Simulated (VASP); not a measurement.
LiBr: equation of state with PBE

Crystal: LiBr.

```
Br Li
1.0
     0.00000    2.75065    2.75065
     2.75065    0.00000    2.75065
     2.75065    2.75065    0.00000
Br Li
1 1
Cartesian
  2.7506 2.7506 2.7506
  0.0000 0.0000 0.0000
```

```yaml
Program: VASP 6.6.1
Task: equation of state
Functional: PBE
Potentials_or_basis: VASP PAW PBE potentials, release 64 (Br, Li_sv)
Cutoff: 520 eV
k_mesh: 8 × 8 × 8
Occupations: fermi-dirac, width 0.05 eV
Spin: no spin polarisation
Further_INCAR_settings: ALGO = Normal; EDIFF = 1e-07; NBANDS = 12
```

The equilibrium volume is 20.92 Å³/atom, the bulk modulus is 26 GPa and the pressure derivative of the bulk modulus is 4.3.

Energy against volume, from the lowest point:
```csv
volume (Å³/atom),energy (meV/atom)
19.563,7.94
19.979,3.65
20.395,1.07
20.812,0.00
21.228,0.31
21.644,1.84
22.060,4.48
```

All runs of the series together: 78 s on 1 thread of Intel(R) Xeon(R) 6975P-C (Granite Rapids) (shared host).

Caveat: the cutoff is under 1.25 times the usual one of these potentials, so pressure, stress and relaxed cells hold a basis-set (Pulay) error. Zero-point motion and thermal expansion aren't in these numbers.
